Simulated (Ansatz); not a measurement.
## LiH, one cell by several methods

```
CELL_PARAMETERS angstrom
0.00000 2.03424 1.94339
2.03424 0.00000 1.94339
2.03424 2.03424 0.00000
ATOMIC_POSITIONS crystal
Li 0.00000 0.00000 0.00000
H 0.50000 0.50000 0.50000
```

Atom numbers follow the list: Li1, H2.

The cell was built from the rocksalt type and relaxed in the same program; it needn't be a known or the stable phase. The listed cell was then made from it by scaling, straining or moving an atom.

All numbers are computed: DFT, PBE, PAW with Ansatz's default frozen-core files, scalar-relativistic (Ansatz 0.2.0); DFT, PBE, all-electron PAW with datasets made for the crystal, scalar-relativistic (Ansatz 0.2.0); DFT, PBE, all-electron LAPW, scalar-relativistic (Ansatz 0.2.0).

For PAW: a Γ-centred 14×14×14 k mesh, Fermi–Dirac smearing of 0.08 eV, cutoff 420 eV, no spin polarisation. The crystal-made all-electron datasets (AE datasets) take a cutoff of 220 eV at this cell. LAPW targets a basis error of 1 meV/atom. The Ansatz runs share mesh, smearing and spin set-up. Plane-wave (PAW) pressures include the program's estimate of the Pulay term.

Stress and pressure are positive in compression.

The change that made this cell: z strained by -3 % at fixed volume.

```tsv
quantity	PAW	AE datasets	LAPW
pressure (GPa)	0.13	0.11	0.11
stress xx (GPa)	-0.98	-1.00	-0.99
stress zz (GPa)	2.35	2.33	2.33
band gap (eV)	2.557	2.556	2.556
field gradient Vzz at H2 (10²¹ V/m²)	0.08	0.08	–
```
